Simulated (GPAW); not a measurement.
CdS, 2 atoms in the cell. It takes space group Fm-3m (No. 225, cubic). The conventional cell has a = 5.506 Å, b = 5.506 Å, c = 5.506 Å, α = 90.00°, β = 90.00°, γ = 90.00°. Cd (site symmetry m-3m) has 6 S at 2.75 Å as nearest neighbours. S (site symmetry m-3m) is surrounded by 6 Cd at 2.75 Å. Measurements of this composition are mostly on another form, of space group No. 186.

| Quantity | Value |
| --- | --- |
| Program | GPAW 26.7.0 |
| Task | electron localisation function |
| Functional | PBE |
| Potentials or basis | JTH PAW 2.0, PBE |
| Cutoff | 600 eV |
| Basis | pw |
| k mesh | 8 × 8 × 8 |
| Occupations | fermi-dirac, width 0.05 eV |
| Spin | no spin polarisation |
| Maxiter | 150 |
| Data set | Cd jth, S jth |

Potentials or basis: JTH PAW 2.0, PBE, pw.

Launch:

```bash
$ OMP_NUM_THREADS=1 python run.py
```

Hardware: 1 thread of Arm Neoverse N1 (shared host).

Problem. Estimate the wall time of this run.

Solution. Run time: 39 s on 1 thread of Arm Neoverse N1, with other jobs on the host, peak memory 0.16 GiB. Counts: scf iterations 12, plane waves 1411, bands 18, k points 29.
